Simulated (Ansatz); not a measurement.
HfN:

```
Hf N
1.0
     0.00000    2.25600    2.25600
     2.25600    0.00000    2.25600
     2.25600    2.25600    0.00000
Hf N
1 1
Direct
  0.00000 0.00000 0.00000
  0.50000 0.50000 0.50000
```

- Program: Ansatz 0.2.0
- Task: relaxation of cell and atoms
- Functional: PBEsol
- Dispersion: D3(BJ)
- Potentials or basis: all-electron LAPW, scalar-relativistic
- Basis error allowed: 0.001 eV/atom
- k mesh: 10 × 10 × 10
- Occupations: fermi-dirac, width 0.05 eV
- Spin: no spin polarisation

At the start: volume 11.48 Å³/atom.

Problem. Where does the relaxation end?

Solution. Over 5 steps the energy falls by 7.0 meV/atom and the volume is 11.19 Å³/atom (-2.6 %); space group Fm-3m (No. 225, to 0.05 Å).

Step by step:
```
step  energy change (eV)  largest force (eV/Å)  volume (Å³)
   1              0.0000                0.0000        22.96
   2             -0.0101                0.0000        22.07
   3             -0.0139                0.0000        22.38
   4             -0.0139                0.0000        22.37
   5             -0.0139                0.0000        22.37
```

Final structure:
```yaml
crystal:
  lattice:
    - [0.00000, 2.23640, 2.23640]
    - [2.23640, 0.00000, 2.23640]
    - [2.23640, 2.23640, 0.00000]
  atoms:
    - { symbol: Hf, position: [0.00000, 0.00000, 0.00000] }
    - { symbol: N, position: [0.50000, 0.50000, 0.50000] }
```
